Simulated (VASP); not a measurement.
Write the native input for VASP 6.6.1 that does the following.

```
Task                               : band structure
Functional                         : HSE06
Potentials or basis                : VASP PAW PBE potentials, release 64 (Al, N)
Cutoff                             : 520 eV
k mesh                             : 8 × 8 × 8
Occupations                        : gaussian, width 0.02 eV
Spin                               : no spin polarisation
Ladder                             : free
Grid for exact exchange (PRECFOCK) : Fast
Screening parameter                : 0.2 1/A
Further INCAR settings             : ALGO = Normal; EDIFF = 1e-07; NBANDS = 11
```

The system is AlN.

```
Al N
1.0
     0.00000    2.18399    2.18399
     2.18399    0.00000    2.18399
     2.18399    2.18399    0.00000
Al N
1 1
Direct
  0.00000 0.00000 0.00000
  0.25000 0.25000 0.25000
```

Measurements of this composition are mostly on another form, of space group No. 186.

One way to write it, as run:

POSCAR

```
AlN
1.0
    0.0000000000      2.1839935596      2.1839935596
    2.1839935596      0.0000000000      2.1839935596
    2.1839935596      2.1839935596      0.0000000000
Al N
1 1
Direct
    0.0000000000      0.0000000000      0.0000000000
    0.2500000000      0.2500000000      0.2500000000
```

INCAR.step1

```
SYSTEM = AlN
ALGO = Normal
EDIFF = 1E-5
ENCUT = 520
GGA = PE
ISIF = 2
ISMEAR = 0
KPAR = 4
LASPH = .True.
LCHARG = .False.
LREAL = .False.
LWAVE = .True.
NBANDS = 11
NELM = 100
PREC = Accurate
SIGMA = 0.02
```

INCAR.step2

```
SYSTEM = AlN
ALGO = Normal
EDIFF = 1E-7
ENCUT = 520
GGA = PE
HFSCREEN = 0.2
ISIF = 2
ISMEAR = 0
ISTART = 1
KPAR = 4
LASPH = .True.
LCHARG = .False.
LHFCALC = .True.
LREAL = .False.
LWAVE = .False.
NBANDS = 11
NELM = 100
PREC = Accurate
PRECFOCK = Fast
SIGMA = 0.02
```

KPOINTS

```
k-points
0
Gamma
  8 8 8
  0 0 0
```

KPOINTS_OPT

```
path GXWKGLUWLK,UX
12
line-mode
reciprocal
 0.0000000000  0.0000000000  0.0000000000  G
 0.5000000000  0.0000000000  0.5000000000  X

 0.5000000000  0.0000000000  0.5000000000  X
 0.5000000000  0.2500000000  0.7500000000  W

 0.5000000000  0.2500000000  0.7500000000  W
 0.3750000000  0.3750000000  0.7500000000  K

 0.3750000000  0.3750000000  0.7500000000  K
 0.0000000000  0.0000000000  0.0000000000  G

 0.0000000000  0.0000000000  0.0000000000  G
 0.5000000000  0.5000000000  0.5000000000  L

 0.5000000000  0.5000000000  0.5000000000  L
 0.6250000000  0.2500000000  0.6250000000  U

 0.6250000000  0.2500000000  0.6250000000  U
 0.5000000000  0.2500000000  0.7500000000  W

 0.5000000000  0.2500000000  0.7500000000  W
 0.5000000000  0.5000000000  0.5000000000  L

 0.5000000000  0.5000000000  0.5000000000  L
 0.3750000000  0.3750000000  0.7500000000  K

 0.6250000000  0.2500000000  0.6250000000  U
 0.5000000000  0.0000000000  0.5000000000  X
```

Potentials or basis: VASP PAW PBE potentials, release 64 (Al, N).

Launch:

```sh
$ cat potpaw_PBE.64/Al/POTCAR potpaw_PBE.64/N/POTCAR > POTCAR
$ cp INCAR.step1 INCAR
$ mpirun -np 4 vasp_std > vasp.out
$ cp INCAR.step2 INCAR
$ mpirun -np 4 vasp_std > vasp.out
```

It gave:

| Property | Result |
| --- | --- |
| Pressure | -0.6 GPa |
| Band gap on the k mesh | 4.57 eV, indirect (least direct gap 5.57 eV) |
| Band gap along the path | 4.57 eV, indirect (least direct gap 5.57 eV) |

Caveat: the PAW data sets were made with another functional, which shifts forces and pressure a little.

Run time: 9.5 min on 4 MPI ranks on Intel(R) Xeon(R) Platinum 8488C (Sapphire Rapids) (shared host), peak memory 0.31 GiB a rank.
